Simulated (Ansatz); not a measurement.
A 4-atom cell of SnO (Pmn2_1) from a materials database, relaxed with r2SCAN+rVV10 in the plane-wave code Ansatz. The symmetry is Pmn2_1 (No. 31, orthorhombic); conventional cell a = 3.303 Å, b = 5.758 Å, c = 4.001 Å, 19.02 Å³ an atom. Around Sn lie 3 O at 2.12–2.13 Å; around O lie 3 Sn at 2.12–2.13 Å.

The axes x, y and z are those of this cell:
```
Sn O
1.0
     3.30311    0.00000    0.00000
     0.00000    5.75770    0.00000
     0.00000    0.00000    4.00081
Sn O
2 2
Direct
  0.00000 0.22944 0.51726
  0.50000 0.77056 0.01726
  0.00000 0.89353 0.73274
  0.50000 0.10647 0.23274
```

Unstrained: The PBE gap is indirect, 1.383 eV (Γ to k = (0.398, -1/2, 0)), below the direct gap of 2.073 eV at k = (0.398, -1/2, 0). With r2SCAN the valence top lies at Γ and the conduction bottom at k = (0.398, -1/2, 0), 1.697 eV higher; the smallest vertical gap, at k = (0.398, -1/2, 0), is 2.391 eV. The HSE06 gap is indirect, 2.078 eV (Γ to k = (0.398, -1/2, 0)), below the direct gap of 2.768 eV at k = (0.398, -1/2, 0). Meshes: PBE 8×4×6, r2SCAN 8×4×6, HSE06 6×4×4. Strains are changes of length per length. After each strain the atoms were relaxed again with r2SCAN+rVV10 within the symmetry that the strain leaves, so tilts or polar shifts that break it weren't tested; points keep the names that they have in the unstrained zone. Spin-unpolarised throughout; all numbers are computed.

(1) Apply isotropic -0.32 % on every length. How far does the gap move, against the unstrained cell?

(2) Apply biaxial -5.31 % in x and y, z held. How far does the gap move, against the unstrained cell?

(3) Estimate what isotropic +3.73 % on every length does to the gap.

(4) Apply uniaxial +4.12 % along x, other directions held. How far does the gap move, against the unstrained cell?

(5) Order the strained cells by their HSE06 gap, smallest first.
A. biaxial -5.31 % in x and y, z held
B. uniaxial +4.12 % along x, other directions held
C. isotropic -0.32 % on every length
D. isotropic +3.73 % on every length

Results:

(1) PBE: the gap goes from 1.383 to 1.359 eV (-0.024 eV); the edges go from Γ → (0.398, -1/2, 0) to Γ → (0.396, -1/2, 0). r2SCAN: the gap goes from 1.697 to 1.672 eV (-0.025 eV); the edges go from Γ → (0.398, -1/2, 0) to Γ → (0.396, -1/2, 0). HSE06: the gap goes from 2.078 to 2.052 eV (-0.026 eV); the edges go from Γ → (0.398, -1/2, 0) to Γ → (0.396, -1/2, 0).

(2) PBE: the gap goes from 1.383 to 1.038 eV (-0.345 eV); the edges go from Γ → (0.398, -1/2, 0) to Γ–X (0.46) → (0.389, -1/2, 0). r2SCAN: the gap goes from 1.697 to 1.294 eV (-0.403 eV); the edges go from Γ → (0.398, -1/2, 0) to Γ–X (0.46) → (0.389, -1/2, 0). HSE06: the gap goes from 2.078 to 1.618 eV (-0.460 eV); the edges go from Γ → (0.398, -1/2, 0) to Γ–X (0.46) → (0.389, -1/2, 0).

(3) PBE: the gap goes from 1.383 to 1.654 eV (+0.271 eV); the edges go from Γ → (0.398, -1/2, 0) to Γ → (0.409, -1/2, 0). r2SCAN: the gap goes from 1.697 to 1.973 eV (+0.276 eV); the edges go from Γ → (0.398, -1/2, 0) to Γ → (0.409, -1/2, 0). HSE06: the gap goes from 2.078 to 2.384 eV (+0.306 eV); the edges go from Γ → (0.398, -1/2, 0) to Γ → (0.409, -1/2, 0).

(4) PBE: the gap goes from 1.383 to 1.413 eV (+0.030 eV); the edges go from Γ → (0.398, -1/2, 0) to Γ → (0.391, -1/2, 0). r2SCAN: the gap goes from 1.697 to 1.728 eV (+0.031 eV); the edges go from Γ → (0.398, -1/2, 0) to Γ → (0.391, -1/2, 0). HSE06: the gap goes from 2.078 to 2.106 eV (+0.028 eV); the edges go from Γ → (0.398, -1/2, 0) to Γ → (0.391, -1/2, 0).

(5) A (1.62 eV), C (2.05 eV), B (2.11 eV), D (2.38 eV).

Spin-orbit coupling is left out, which matters wherever the heavy atoms make up the band edges.

Where an edge lies off the special points, it is a point of the mesh or the k point where a search put PBE's edge or least direct gap, reused for the other functionals, whose own edges may lie a little apart.

Coordinates of k points refer to the reciprocal vectors of the primitive cell of the runs.

The meshes of the hybrids are coarse, so their gaps aren't converged to the digits shown.
